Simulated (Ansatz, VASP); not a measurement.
**PbSe: programs and potentials compared**

The starting cell:

```
Pb Se
1.0
     0.00000    3.06065    3.06065
     3.06065    0.00000    3.06065
     3.06065    3.06065    0.00000
Pb Se
1 1
Direct
  0.00000 0.00000 0.00000
  0.50000 0.50000 0.50000
```

Alike in all runs: task relaxation of cell and atoms; functional PBEsol; dispersion D4; k mesh 8 × 8 × 8; occupations fermi-dirac, width 0.05 eV; no spin polarisation; no spin-orbit coupling.

```csv
program and potentials,plane-wave cutoff (eV),notes,equilibrium volume (Å³/atom)
"Ansatz, Ansatz PAW",420,"potentials made for PBE, which Ansatz adapts in part; 15 valence electrons an atom on average",27.76
"Ansatz, all-electron LAPW, scalar-relativistic",-,-,27.76
"VASP, PBE PAW files Pb_d, Se, 600 eV",600,potentials made for PBE; 10 valence electrons an atom on average,27.75
```

The equilibrium volume spans 27.75 (VASP, PBE PAW files Pb_d, Se, 600 eV) to 27.76 Å³/atom (Ansatz, all-electron LAPW, scalar-relativistic), with all-electron results at 27.76. Relaxations stop with a little pressure left, so the last digit of a volume isn't settled.

Differences between rows come from potentials, basis sets and numerical settings, since the functional is the same but for its coding. Runs on potential files found faulty are left out.
